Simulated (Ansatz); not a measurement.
Runs of Ansatz 0.2.0 on BN. Symmetry: F-43m, No. 216, cubic system. Conventional cell: a = 3.626 Å, b = 3.626 Å, c = 3.626 Å, α = 90.00°, β = 90.00°, γ = 90.00°. Around N (site symmetry -43m) lie 4 B at 1.57 Å. B (site symmetry -43m) is surrounded by 4 N at 1.57 Å. The cell is a database's computed one.

```csv
task,level,k mesh,cutoff (eV),smearing,basis error allowed,gap on the mesh (eV),pressure (GPa)
single point,PBE,9 × 9 × 9,407,fermi-dirac 0.02 eV,0.002 eV/atom,(a),-0.4
single point,PBE,13 × 13 × 13,446,gaussian 0.014 eV,0.001 eV/atom,4.53,-0.4
phonons,LDA,10 × 10 × 10,476,fermi-dirac 0.05 eV,0.001 eV/atom,4.34,-
single point,PBE,13 × 13 × 13,446,gaussian 0.013 eV,0.001 eV/atom,4.53,-0.4
single point,PBE,13 × 13 × 13,446,gaussian 0.028 eV,0.001 eV/atom,4.53,-0.4
```

Alike in all rows: potentials or basis all-electron LAPW, scalar-relativistic; no spin polarisation; cell as given.

Task: Estimate the missing entries.

Result: (a) 4.61.

Caveats: an odd mesh through Γ misses points on the zone boundary, where band edges often lie (some runs).
